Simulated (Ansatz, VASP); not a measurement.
## One calculation of Ru, two programs

```
Ru
1.0
     0.00000    2.00556    1.85654
     2.00556    0.00000    1.85654
     2.00556    2.00556    0.00000
Ru
1
Cartesian
  0.0000 0.0000 0.0000
```

Alike in both runs: task single point; functional PBE; k mesh 22 × 22 × 22; occupations gaussian, width 0.15 eV; no spin polarisation.

|  | VASP | Ansatz |
| --- | --- | --- |
| version | VASP 6.6.1 | Ansatz 0.2.0 |
| potentials or method | VASP PAW PBE potentials, release 64 (Ru_pv) | scalar-relativistic, plane waves, PAW |
| plane-wave cutoff (eV) | 520 | 420 |
| valence electrons in the cell | 14 | 16 |

VASP gave:

```
gap on the k mesh at the Fermi level (eV)       : none
pressure (GPa)                                  : -18.9
largest component of the traceless stress (GPa) : 10.90
```

Q: What did Ansatz give for the same quantities?

A: gap on the k mesh at the Fermi level (eV): none; pressure (GPa): -18.8; largest component of the traceless stress (GPa): 10.93.

A gap of «none» marks a metal or a gap that the smearing closes. The functional is the same, so the differences come from potentials, cutoffs and numerics. The two sets of potentials don't hold the same shells in valence.

Caveats: so large a pressure means that the cell lies far from this level's equilibrium, or that cutoff or potentials fall short (VASP).
